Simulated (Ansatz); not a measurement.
## VO₂

Computed with Ansatz (plane waves, PAW, 420 eV cutoff): PBE+U (U_eff = 3.2 eV on V 3d), scalar-relativistic, collinear spin, 6×6×6 k-mesh, Gaussian smearing of 0.05 eV; PAW files: Ansatz's generated set soft_2.

```xyz
6
Lattice="4.4826 0.0000 0.0000 0.0000 4.4826 0.0000 0.0000 0.0000 3.0247" Properties=species:S:1:pos:R:3 pbc="T T T"
V     0.0000    0.0000    0.0000
V     2.2413    2.2413    1.5123
O     1.3398    1.3398    0.0000
O     0.9015    3.5812    1.5123
O     3.1428    3.1428    0.0000
O     3.5812    0.9015    1.5123
```

The chain of runs began from a measured cell (COD), expanded in volume. The relaxation kept the space group but changed the cell's proportions, one axis by 5 % at equal volume, so the results may not describe the measured structure. The database's entry of this formula in the relaxed cell's space group, P4_2/mnm, has axes of 4.555 × 4.555 × 2.853 Å and 9.86 Å³/atom (2018), the relaxed one 4.483 × 4.483 × 3.025 Å and 10.13.

Magnetic state: ferromagnetic, site spin moments V 0.86; O -0.06 μB.

Cell and atoms are those of this level's equilibrium.

Path: Γ–X–M–Γ–Z–R–A–Z | X–R | M–A, with Γ = (0.000, 0.000, 0.000), X = (0.000, 0.500, 0.000), M = (0.500, 0.500, 0.000), Z = (0.000, 0.000, 0.500), R = (0.000, 0.500, 0.500), A = (0.500, 0.500, 0.500) in reciprocal vectors of the calculation's cell.

Bands as a text map, energy in eV from the Fermi level (dashes), each leg drawn with the same width, + spin up, o spin down, # both:
```
  5.57 |+    o           o   +  o        oooooo     ooo        oooo        
  5.14 |o###  o    oooooooo##o#+ o     oo ++++ oo  o ++o    ooo +++oo      
  4.71 |++++##oooo##########+++o#oo  oo ++    ++ ooo#oo#o oo +++   ##oooooo
  4.29 |    +##+++      o#+    ++#oooo++        +#o#oooo#o++#o       ++#ooo
  3.86 |    o ++++++    + o    oo++#++ooooooooooo +######++++ ooooo   +++++
  3.43 |oooo +      +++++  ooooo oo+##oooooooooo##o#ooo###   ##oooo+++  ooo
  3.00 |   o#ooooo  ooooo#oo    oo## o#########+    #oo## ooo  ####oo oo   
  2.57 |####ooooooooo  ooo++######ooo          ooo o +#oooooooo      ooo   
  2.14 |#++o###ooo#++#####oo+##+o++#####++++++++ ooo##o###oooo+++++##+ oooo
  1.71 |oooo  ++++ ooooo##ooooooo#o+++  oo    oo#++#o###++++++oo   ooo#+  +
  1.29 |   +++++++++    ++++   ++ ++  ++  oooo   ++++++++ ++++  ooo   +++++
  0.86 |++++        ++++++++++++++      ++    +++  ++++       ++   +++     
  0.43 |+                    ++           ++++                  +++        
  0.00 |-------------------------------------------------------------------
 -0.43 |##++               ++#+                                            
 -0.86 |++####+           #o#+o#++                          ++++           
 -1.29 |#########++++   +#+######++++++++++++++######+++++##### +++  ++++##
 -1.71 |++##+    o#o +##o####+# #o       +####o     +#         #####+  #o  
 -2.14 |++++##     +#######++++o ########o    ############         ####o###
 -2.57 |    +o######o#####      ## #   #######       #o#  ## ooo########   
 -3.00 |######+   o#+  +######+#  # o##               +##o  #+++     # +#  
 -3.43 |####o #  o+  ###o  ####o+o #######################     ###### o  ##
 -3.86 |   ###o##+o##  #+oo#   +o+o#  ooo           o+  # #####       +oo  
 -4.29 |#############oo######## +o#o##+++#######oooo#   o### #oo###o   + oo
 -4.71 |     #       ++++#     #####+#o   ooo   +++++oo##+  ###+ooo+#   +++
 -5.14 |   ##             ##   o#     ####+++##o     ##o#   oo##+++  ##    
 -5.57 |###ooooooo       o o###+oo####++ooooooo###########oo  ++ooo    ####
 -6.00 |ooooo     oooooooo  oooo#+++    +++++++++++++++++   ++  +++ooooo+++
        Γ      X      M      Γ      Z      R      A      ZX       RM      A
```

(1) By these bands, is it a metal or an insulator, and if it has a gap, where are the band edges on this path?

Answer:

(1) An insulator with a gap of 0.88 eV on the path, the valence band topping at Γ and the conduction band bottoming at R; the smallest direct gap is 1.07 eV.

Within 0.6 eV of the edges the projected states are 61 % O 2p at the top of the valence band and 90 % V 3d at the bottom of the conduction band. The valence edge mixes anion p with metal states, so the bond is partly covalent and the gap isn't a plain transfer from O to V.

Open d and f shells can converge to several self-consistent states; this is the one that the run reached. Site moments are of spin, integrated over atomic spheres.
